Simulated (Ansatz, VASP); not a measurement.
**One calculation of C, two programs**

Contents of INCAR:

```
PREC     = Accurate       # precision mode
ENCUT    = 520            # plane-wave cutoff, eV
EDIFF    = 1E-6           # SCF threshold, eV
ISMEAR   = 0              # smearing method
SIGMA    = 0.05           # smearing width, eV
LREAL    = False          # projectors in reciprocal space
LASPH    = True           # aspherical terms in the spheres
NELM     = 100            # most SCF steps
ALGO     = Fast           # electronic algorithm
ISIF     = 2              # what is computed and relaxed
LWAVE    = False          # write WAVECAR
LCHARG   = False          # write CHGCAR
GGA      = PS             # functional
NBANDS   = 11             # bands
```

Contents of KPOINTS:

```
regular mesh
0
Gamma
  15 15 15
```

File POSCAR:

```
C
1.0
    1.2280263465      0.7090013417      3.5143613814
   -1.2280263465      0.7090013417      3.5143613814
    0.0000000000     -1.4180026834      3.5143613814
C
2
Direct
    0.1640000000      0.1640000000      0.1640000000
    0.8360000000      0.8360000000      0.8360000000
```

Input for Ansatz:

```yaml
crystal:
  lattice:
    - [1.2280263465, 0.7090013417, 3.5143613814]
    - [-1.2280263465, 0.7090013417, 3.5143613814]
    - [0.0, -1.4180026834, 3.5143613814]
  atoms:
    - { symbol: C, position: [0.164, 0.164, 0.164] }
    - { symbol: C, position: [0.836, 0.836, 0.836] }
basis:
  ecutwfc: 420
kpoints:
  mp_grid: { grid: [15, 15, 15] }
hamiltonian:
  xc: pbesol
scf:
  occupations: { method: gaussian, width: 0.05 }
output:
  forces: true
  stress: true
  eigenvalues: true
```

Change from the starting cell: strain +0.000 along x and y, +0.050 along z, atoms carried along.

Alike in both runs: task single point; functional PBEsol; k mesh 15 × 15 × 15; occupations gaussian, width 0.05 eV; no spin polarisation.

```csv
,VASP,Ansatz
version,VASP 6.6.1,Ansatz 0.2.0
potentials or method,"VASP PAW PBE potentials, release 64 (C)","scalar-relativistic, plane waves, PAW"
plane-wave cutoff (eV),520,420
valence electrons in the cell,8,8
```

```tsv
	VASP	Ansatz	Ansatz less VASP
gap on the k mesh at the Fermi level (eV)	0.58	0.58	0.000
least direct gap on the mesh (eV)	0.58	0.58	0.000
pressure (GPa)	1.5	0.8	-0.65
largest component of the traceless stress (GPa)	1.80	1.07	-0.735
rms of the force components (eV/Å)	0.532	0.535	+0.0023
```

Atom by atom the forces differ by 0.002 eV/Å (rms over components). The functional is the same, so the differences come from potentials, cutoffs and numerics.

Caveats: the PAW data sets were made with another functional, which shifts forces and pressure a little (VASP); an odd mesh through Γ misses points on the zone boundary, where band edges often lie.
